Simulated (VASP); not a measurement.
## PbSe in VASP 6.6.1, single-point calculation

INCAR

```
LASPH = .TRUE.
GGA = PE
LREAL = .FALSE.
LWAVE = .FALSE.
ENCUT = 520
NBANDS = 28
NELM = 86
EDIFF = 1E-7
PREC = Accurate
ISMEAR = -1
NSW = 0
ISIF = 2
AMIX = 2
LCHARG = .FALSE.
SIGMA = 0.02
BMIX = 0.0001
IMIX = 1
IBRION = -1
```

KPOINTS

```
KPOINTS created by Atomic Simulation Environment
0
Gamma
6 6 4
0 0 0
```

POSCAR

```
Pb Se
 1.0000000000000000
     5.1741442663999999   -0.0530349787000000    0.0000000000000000
    -2.6330017721000001    4.5074578669000003    0.0000000000000000
     0.0000000000000000    0.0000000000000000    6.2147757150000000
 Pb  Se
   2   2
Cartesian
 -0.0199999235372804  2.9876221262040401 -0.4031643317556611
  2.5611424178372797  1.4668007619959600  2.7042235257443390
 -0.0241896307016338  2.9875003624582681  2.7337052248806613
  2.5653321250016337  1.4669225257417318  5.8410930823806604
```

The recommended PBE PAW datasets give the neutral cell 40 valence electrons.

Command

```
mpirun -np 1 vasp_std
```

OSZICAR

```
N       E                     dE             d eps       ncg     rms          rms(c)
DAV:   1     0.408437366803E+03    0.40844E+03   -0.18250E+04  3360   0.141E+03
DAV:   2     0.299295814175E+02   -0.37851E+03   -0.36725E+03  3428   0.376E+02
DAV:   3    -0.147215670142E+02   -0.44651E+02   -0.43677E+02  4340   0.148E+02
DAV:   4    -0.167545462863E+02   -0.20330E+01   -0.20256E+01  3940   0.356E+01
DAV:   5    -0.168274640250E+02   -0.72918E-01   -0.72910E-01  4312   0.713E+00    0.409E+00
DAV:   6    -0.319912872465E+02   -0.15164E+02   -0.97378E+01  4504   0.505E+01    0.162E+01
DAV:   7    -0.336538635197E+03   -0.30455E+03   -0.19298E+03  6268   0.214E+02    0.139E+02
DAV:   8    -0.860933575064E+04   -0.82728E+04   -0.70572E+04  5140   0.378E+03    0.289E+02
DAV:   9    -0.247864406081E+05   -0.16177E+05   -0.14912E+05  5728   0.246E+03    0.646E+02
DAV:  10    -0.536421159492E+05   -0.28856E+05   -0.27307E+05  5760   0.299E+03    0.104E+03
DAV:  11    -0.882522195631E+05   -0.34610E+05   -0.31757E+05  5352   0.273E+03    0.136E+03
DAV:  12    -0.135091886371E+06   -0.46840E+05   -0.44303E+05  5868   0.457E+03    0.172E+03
```

Standard output (part)

```
POSCAR found type information on POSCAR PbSe
 POSCAR found :  2 types and       4 ions
 LDA part: xc-table for (Slater+PW92), standard interpolation
 POSCAR, INCAR and KPOINTS ok, starting setup
 WAVECAR not read
 entering main loop
|     EEEEEEE  RRRRRR   RRRRRR   OOOOOOO  RRRRRR      ###     ###     ###     |
|     E        R     R  R     R  O     O  R     R     ###     ###     ###     |
|     E        R     R  R     R  O     O  R     R     ###     ###     ###     |
|     EEEEE    RRRRRR   RRRRRR   O     O  RRRRRR       #       #       #      |
|     E        R    R   R    R   O     O  R    R      ###     ###     ###     |
|     EEEEEEE  R     R  R     R  OOOOOOO  R     R     ###     ###     ###     |
|     ERROR FEXCP: supplied Exchange-correletion table                        |
|      is too small, maximal index : 4583                                     |
|       ---->  I REFUSE TO CONTINUE WITH THIS SICK JOB ... BYE!!! <----       |
```

VASP stopped with an error.

Find the fault in these files.

Mixing far too strong. VASP stopped with an error.
